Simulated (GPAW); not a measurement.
The system is Zr.

```
Zr
1.0
     3.23200    0.00000    0.00000
    -1.61600    2.79899    0.00000
     0.00000    0.00000    5.14700
Zr
2
Cartesian
  1.6160 0.9330 3.8603
  0.0000 1.8660 1.2868
```

| Quantity | Value |
| --- | --- |
| Program | GPAW 26.7.0 |
| Task | relaxation of cell and atoms |
| Functional | PBEsol |
| Dispersion | D3(BJ) |
| Potentials or basis | PAW data sets generated in the run's folder for this functional |
| Cutoff | 600 eV |
| Basis | pw |
| k mesh | 8 × 8 × 5 |
| Occupations | fermi-dirac, width 0.05 eV |
| Spin | no spin polarisation |

At the start: pressure -7.5 GPa; volume 23.28 Å³/atom.

Question: Where does the relaxation end?

Answer: Over 7 steps the energy falls by 44.8 meV/atom and the volume is 21.46 Å³/atom (-7.8 %); space group P6_3/mmc (No. 194, to 0.05 Å).

The path:
```tsv
step	energy change (eV)	largest force (eV/Å)	pressure (GPa)	volume (Å³)
1	0.0000	0.0000	-7.47	46.56
2	-0.0430	0.0000	-5.52	45.49
3	-0.0869	0.0000	0.31	42.81
4	-0.0875	0.0000	0.05	42.91
5	-0.0886	0.0000	-0.29	43.03
6	-0.0894	0.0000	-0.31	43.01
7	-0.0897	0.0000	-0.12	42.92
```

Final structure:
```yaml
crystal:
  lattice:
    - [3.12375, 0.00000, 0.00000]
    - [-1.56188, 2.70525, 0.00000]
    - [0.00000, 0.00000, 5.07884]
  atoms:
    - { symbol: Zr, position: [0.66667, 0.33333, 0.75000] }
    - { symbol: Zr, position: [0.33333, 0.66667, 0.25000] }
```

Caveat: later steps reuse the first step's grids; pairwise dispersion overbinds metals, which lowers pressure and volume.
